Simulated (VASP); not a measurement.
## LiF: single point with PBEsol

Crystal: LiF.

```xyz
4
Lattice="3.0949 0.0338 0.0153 -1.5182 2.7468 -0.0069 0.0241 0.0013 4.8750" Properties=species:S:1:pos:R:3 pbc="T T T"
Li    0.0179    1.8553    1.8583
Li    1.6091    0.9160    4.3275
F     0.0397    1.8576    4.8158
F     1.5528    0.9360    2.4215
```

The cell comes from a database or a generator and needn't be the stable form of this composition.

The cell isn't the ideal one: all atoms moved at random, cell strained at random.

- Program: VASP 6.6.1
- Task: single point
- Functional: PBEsol
- Potentials or basis: VASP PAW PBE potentials, release 64 (Li_sv, F)
- Cutoff: 520 eV
- k mesh: 9 × 9 × 6
- Occupations: gaussian, width 0.02 eV
- Spin: no spin polarisation

The largest force is 0.185 eV/Å and the band gap on the k mesh is 7.35 eV, direct.

Forces on the atoms (eV/Å):
```
Li  -0.047  0.020  0.064
Li  -0.056  0.055 -0.127
F    0.025 -0.040  0.179
F    0.078 -0.035 -0.116
```

Levels at points of the mesh, in eV from the valence-band top:
| k point | band 8 | band 9 | band 10 | band 11 | band 12 | band 13 |
| --- | --- | --- | --- | --- | --- | --- |
| (0.00, 0.00, 0.00) | -0.23 | -0.14 | 0.00 | 7.35 | 11.62 | 14.69 |
| (0.00, 0.00, 0.50) | -0.34 | -0.32 | -0.25 | 8.94 | 9.15 | 16.99 |

Wall time 110 s on 1 thread of Intel(R) Xeon(R) 6975P-C (Granite Rapids) (shared host), peak memory 0.24 GiB.

Caveat: the PAW data sets were made with another functional, which shifts forces and pressure a little; an odd mesh through Γ misses points on the zone boundary, where band edges often lie.
